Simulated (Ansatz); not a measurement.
**Si7Ge: a sublattice moved along a line**

All numbers below come from DFT r2SCAN, scalar-relativistic, plane waves, PAW (Ansatz). Settings: plane waves to 500 eV, k-mesh 6×6×6 (Γ-centred), Gaussian smearing 0.05 eV. No spin polarisation. Energies are free energies at this smearing, counted from the undisturbed cell; pressure is positive in compression.

Zero of the scan (relaxed at this level; it needn't be the usual structure):

```
Si Ge
1.0
     5.46797    0.00000    0.00000
     0.00000    5.46797    0.00000
     0.00000    0.00000    5.46797
Si Ge
7 1
Direct
  0.25243 0.25243 0.25243
  0.00000 0.50000 0.50000
  0.50000 0.50000 0.00000
  0.50000 0.00000 0.50000
  0.74757 0.25243 0.74757
  0.74757 0.74757 0.25243
  0.25243 0.74757 0.74757
  0.00000 0.00000 0.00000
```

Every Si atom is moved by x along the Cartesian unit vector (0.000, 0.000, 1.000); the cell and all other atoms stay fixed.

| x (Å) | ΔE (meV/cell) | force along x on the moved atoms (eV/Å) | pressure (GPa) | gap on the mesh (eV) |
| --- | --- | --- | --- | --- |
| -0.3000 | 577.3 | 3.73 | 0.8 | 0.33 |
| -0.1500 | 147.5 | 1.95 | 0.2 | 0.42 |
| 0.0000 | 0.0 | 0.00 | 0.0 | 0.59 |
| 0.0375 | 9.3 | -0.50 | 0.0 | 0.54 |
| 0.0750 | 37.1 | -0.99 | 0.1 | 0.50 |
| 0.1125 | 83.3 | -1.47 | 0.1 | 0.46 |
| 0.1875 | 229.6 | -2.42 | 0.4 | 0.38 |
| 0.2250 | 329.0 | -2.88 | 0.5 | 0.35 |
| 0.2625 | 445.1 | -3.31 | 0.7 | 0.33 |

By symmetry 0.3000 repeats -0.3000, -0.2250 repeats 0.2250, 0.1500 repeats -0.1500, -0.0750 repeats 0.0750 in energy, with the opposite slope along the path.